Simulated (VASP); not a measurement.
Wanted: the native input for a VASP 6.6.1 run.

```
Task                   : electrostatic potential
Functional             : PBE
Dispersion             : D3(BJ)
Potentials or basis    : VASP PAW PBE potentials, release 64 (Cu, I)
Cutoff                 : 520 eV
k mesh                 : 8 × 8 × 8
Occupations            : gaussian, width 0.02 eV
Spin                   : no spin polarisation
Further INCAR settings : ALGO = Normal; EDIFF = 1e-07
```

The structure of CuI lies in POSCAR:

```
CuI                                     
1.0
    0.0000000000      2.9863688734      2.9863688734
    2.9863688734      0.0000000000      2.9863688734
    2.9863688734      2.9863688734     -0.0000000000
  Cu              I             
     1     1
Direct
     0.0000000000000000    0.0000000000000000    0.0000000000000000
     0.2500000000000000    0.2500000000000000    0.2500000000000000
```

The cell was built by a generator and needn't be a form met in nature.

The input as run:

INCAR

```
SYSTEM = CuI
PREC     = Accurate       ! precision mode
ENCUT    = 520            ! plane-wave cutoff, eV
EDIFF    = 1E-7           ! SCF threshold, eV
ISMEAR   = 0              ! smearing method
SIGMA    = 0.02           ! smearing width, eV
LREAL    = .FALSE.        ! projectors in reciprocal space
LASPH    = .TRUE.         ! aspherical terms in the spheres
NELM     = 80             ! most SCF steps
ALGO     = Normal         ! electronic algorithm
ISIF     = 2              ! what is computed and relaxed
LWAVE    = .FALSE.        ! write WAVECAR
LCHARG   = .TRUE.         ! write CHGCAR
GGA      = PE             ! functional
IVDW     = 12             ! dispersion correction
LVHAR    = .TRUE.
```

KPOINTS

```
Automatic mesh
0
G
  8 8 8
  0 0 0
```

Potentials or basis: VASP PAW PBE potentials, release 64 (Cu, I).

The run is started by

```sh
$ cat potpaw_PBE.64/Cu/POTCAR potpaw_PBE.64/I/POTCAR > POTCAR
$ mpirun -np 1 vasp_std > vasp.out
```

It gave:

```
Pressure                   : 0.0 GPa
Band gap on the k mesh     : 1.27 eV, direct
Dispersion energy per atom : -0.360 eV
```

Caveat: spin-orbit coupling is left out, which moves the levels of the heavy elements.

Wall time 13 s on 1 thread of Intel(R) Xeon(R) Platinum 8488C (Sapphire Rapids), with other jobs on the host, peak memory 0.19 GiB.
